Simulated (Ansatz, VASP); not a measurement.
One calculation of BP, two programs

```xyz
2
Lattice="2.7081 0.0000 0.0000 0.0000 2.7081 0.0000 0.0000 0.0000 2.7081" Properties=species:S:1:pos:R:3 pbc="T T T"
B     0.0000    0.0000    0.0000
P     1.3540    1.3540    1.3540
```

The cell was built by a generator and needn't be a form met in nature.

Alike in both runs: task single point; functional r2SCAN; k mesh 6 × 6 × 6; occupations fermi-dirac, width 0.02 eV; no spin polarisation.

|  | VASP | Ansatz |
| --- | --- | --- |
| version | VASP 6.6.1 | Ansatz 0.2.0 |
| potentials or method | VASP PAW PBE potentials, release 64 (B, P) | plane waves, PAW |
| plane-wave cutoff (eV) | 520 | 500 |
| valence electrons in the cell | 8 | 8 |

Ansatz gave:

```
pressure (GPa) : 4.0
```

Q: Estimate VASP's values.

A: Pressure (GPa): 3.8.

The functional is the same, so the differences come from potentials, cutoffs and numerics.

Caveats: the k mesh is coarse (spacing up to 0.39 Å⁻¹), so the values aren't converged; the PAW data sets were made with another functional, which shifts forces and pressure a little (VASP).
